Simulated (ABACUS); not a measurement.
Crystal: InAs.

```
In As
1.0
    -3.01800    0.00000    3.01800
     0.00000    3.01800    3.01800
    -3.01800    3.01800    0.00000
In As
1 1
Direct
  0.00000 0.00000 0.00000
  0.25000 0.25000 0.25000
```

Base run:

| Quantity | Value |
| --- | --- |
| Program | ABACUS 3.10.1 |
| Functional | AM05 |
| Potentials or basis | PseudoDojo NC SR 0.5 PBE stringent |
| Cutoff | 1429 eV |
| Density cutoff | 5714 eV |
| Basis | plane waves |
| k mesh | 6 × 6 × 6 |
| Occupations | fermi-dirac, width 0.05 eV |
| Spin | no spin polarisation |

Its results: band gap on the k mesh none (metal or under the smearing width); pressure 2.0 GPa.

The run is repeated on the same cell with these changes: functional from AM05 to HCTH407; potentials or basis from PseudoDojo NC SR 0.5 PBE stringent to GBRV ultrasoft 1.5 PBE; cutoff from 1429 eV to 544 eV; density cutoff from 5714 eV to 4354 eV; valence electrons from 44 to 18. What comes out?

Band gap on the k mesh none (metal or under the smearing width); pressure 5.3 GPa.

Caveats: the potentials were made for another functional, which shifts forces and pressure; this crystal is a semiconductor, whose small gap the functional closes, so the metal is an error of the method.

Not every run made on this cell is shown here.
